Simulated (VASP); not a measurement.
Rh, 1 atom in the cell. Symmetry: Fm-3m, No. 225, cubic system. Conventional cell: a = 3.796 Å, b = 3.796 Å, c = 3.796 Å, α = 90.00°, β = 90.00°, γ = 90.00°. Rh (site symmetry m-3m) is surrounded by 12 Rh at 2.68 Å. 

| Quantity | Value |
| --- | --- |
| Program | VASP 6.6.1 |
| Task | relaxation of cell and atoms |
| Functional | RPBE |
| Potentials or basis | VASP PAW PBE potentials, release 64 (Rh_pv) |
| Cutoff | 600 eV |
| k mesh | 16 × 16 × 16 |
| Occupations | methfessel-paxton, width 0.1 eV |
| Spin | no spin polarisation |
| Further INCAR settings | ALGO = Normal; EDIFF = 1e-06; IBRION = 2; EDIFFG = -0.01; NSW = 90; ISIF = 3 |

Potentials or basis: VASP PAW PBE potentials, release 64 (Rh_pv).

Run with:

```console
$ cat potpaw_PBE.64/Rh_pv/POTCAR > POTCAR
$ mpirun -np 1 vasp_std > vasp.out
```

Hardware: 1 thread of Intel(R) Xeon(R) Platinum 8488C (Sapphire Rapids), on a shared host.

Question: How long does it take, and how much memory?

Answer: Run time: 33 s on 1 thread of Intel(R) Xeon(R) Platinum 8488C (Sapphire Rapids), with other jobs on the host, peak memory 0.17 GiB. Counts: scf iterations 33, k points 145, ion steps 4.
